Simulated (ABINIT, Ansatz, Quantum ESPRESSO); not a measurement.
**MgS and the functional, program beside program**

It takes space group Fm-3m (No. 225, cubic). Conventional cell: a = 5.203 Å, b = 5.203 Å, c = 5.203 Å, α = 90.00°, β = 90.00°, γ = 90.00°. S (site symmetry m-3m) has 6 Mg at 2.60 Å as nearest neighbours. Mg (site symmetry m-3m) is surrounded by 6 S at 2.60 Å.

Kept alike: task band structure; k mesh 9 × 9 × 9; occupations fermi-dirac, width 0.05 eV; no spin polarisation. The mesh is that of the run's cell of 2 atoms. No spin-orbit coupling.

- A: ABINIT; JTH PAW LDA v2.0 (LDA); JTH PAW PBE v2.0 (PBE, PBEsol), cutoff 544 eV
- B: Ansatz, all-electron LAPW, scalar-relativistic
- C: Quantum ESPRESSO, SG15 PBE 1.2, made for PBE, cutoff 952 eV

| functional | A: pressure (GPa) | B: pressure (GPa) | C: pressure (GPa) |
| --- | --- | --- | --- |
| LDA | -3.30 | -3.25 | -3.03 |
| PBE | 1.07 | 1.15 | 0.90 |
| PBEsol | -1.01 | -0.96 | -0.57 |

Pressure is positive in compression; plane-wave values hold the error of the finite cutoff. Values on potentials made for another functional: A at PBEsol; C at LDA, PBEsol.

Task: How large is the effect of the functional, and do the programs agree on it?

Result: From LDA to PBE the pressure moves by +4.37 in A, +4.40 in B, +3.93 in C (GPa). Row by row the programs differ by 0.25 to 0.44, and over this span the shifts, as printed, agree within about 11 %. Shifts from LDA: PBE +4.37, +4.40, +3.93; PBEsol +2.29, +2.29, +2.46; the programs' shifts differ by up to 0.47.
